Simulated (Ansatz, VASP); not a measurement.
## FeO (Wuestite) in VASP and in Ansatz

```
Fe O
1.0
     0.00000    2.15540    2.15540
     2.15540    0.00000    2.15540
     2.15540    2.15540    0.00000
Fe O
1 1
Cartesian
  0.0000 0.0000 0.0000
  2.1554 2.1554 2.1554
```

Alike in both runs: task relaxation of cell and atoms; functional r2SCAN; k mesh 8 × 8 × 8; occupations fermi-dirac, width 0.05 eV; collinear spin, ferromagnetic start.

```csv
,VASP,Ansatz
version,VASP 6.6.1,Ansatz 0.2.0
potentials or method,"VASP PAW PBE potentials, release 64 (Fe, O)",Ansatz PAW
plane-wave cutoff (eV),600,500
valence electrons in the cell,14,22
```

```csv
,VASP,Ansatz,Ansatz less VASP
"gap on the k mesh at the Fermi level, each at its own relaxed structure (eV)",none,none,-
net moment per atom (μB),2.00,2.00,0.000
size of the moment on the site where the two differ most (μB),3.68,3.52,-0.162
relaxed volume (Å³/atom),9.70,9.70,-0.003
relaxed cell length with the largest relative difference (Å),3.016,3.016,-0.0003
energy change over the relaxation (meV/atom),-6,-6,0.0
```

Site moments also hang on the region over which each program counts them. A gap of «none» marks a metal or a gap that the smearing closes. The two sets of potentials don't hold the same shells in valence.

Caveats: a cell with one magnetic atom can't hold antiferromagnetic order, which such compounds often take; semilocal functionals often make such compounds metallic where correlation or magnetic order opens a gap, which also shifts bond lengths; the PAW data sets were made with another functional, which shifts forces and pressure a little (VASP); the magnetic or orbital state may not be the lowest (Ansatz); the plane-wave basis is chosen anew once the cell has moved, so the energies of steps on either side of that aren't comparable (Ansatz); the PAW data sets come from PBE, with cores solved anew for the run's functional, which leaves a small shift of forces and pressure (Ansatz). With open d or f shells a metallic result of r2SCAN can be an artefact of self-interaction; +U or a hybrid may open a gap.
